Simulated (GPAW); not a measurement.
Runs of GPAW 26.7.0 on TaN. The structure is hexagonal, space group P-6m2 (No. 187). Conventional cell: a = 2.938 Å, b = 2.938 Å, c = 2.883 Å, α = 90.00°, β = 90.00°, γ = 120.00°. Ta (site symmetry -6m2) is surrounded by 6 N at 2.23 Å. Around N (site symmetry -6m2) lie 6 Ta at 2.23 Å. 

```csv
task,level,potentials or basis,cell,k mesh,smearing,eigensolver,optimizer,fmax,max steps,convergence,gap on the mesh (eV),pressure (GPa)
single point,PBEsol,"PAW data sets generated in the run's folder for this functional, pw",as given,10 × 10 × 9,gaussian 0.05 eV,-,-,-,-,-,none,-5.0
single point,PBEsol,"PAW data sets generated in the run's folder for this functional, pw",as given,10 × 10 × 9,gaussian 0.02 eV,-,-,-,-,-,none,-5.0
single point,LDA,"the program's PAW data sets (release 1.2.1) made for this functional, pw",as given,10 × 10 × 9,gaussian 0.02 eV,-,-,-,-,-,none,-13.0
relaxation of cell and atoms,BLYP+D4,"PAW data sets generated in the run's folder for this functional, pw",relaxed,10 × 10 × 9,gaussian 0.1 eV,davidson,FIRE,0.05 eV/Å,40,density=1e-05 forces=0.0001,none,0.3
density of states,LDA,"the program's PAW data sets (release 1.2.1) made for this functional, pw",volume scaled by 0.92,11 × 11 × 9,gaussian 0.05 eV,-,-,-,-,-,none,(a)
```

Alike in all rows: no spin polarisation; cutoff (eV) 800.

Question: Fill in the values left out.

Answer: (a) 19.8.

Caveats: later steps reuse the first step's grids (some runs); pairwise dispersion overbinds metals, which lowers pressure and volume (some runs); so large a pressure means that the cell lies far from this level's equilibrium, or that cutoff or potentials fall short (some runs).

A k mesh can miss the band edges, and the runs leave out spin-orbit coupling on Ta.

A gap of «none» marks a metal or a gap under the smearing width.
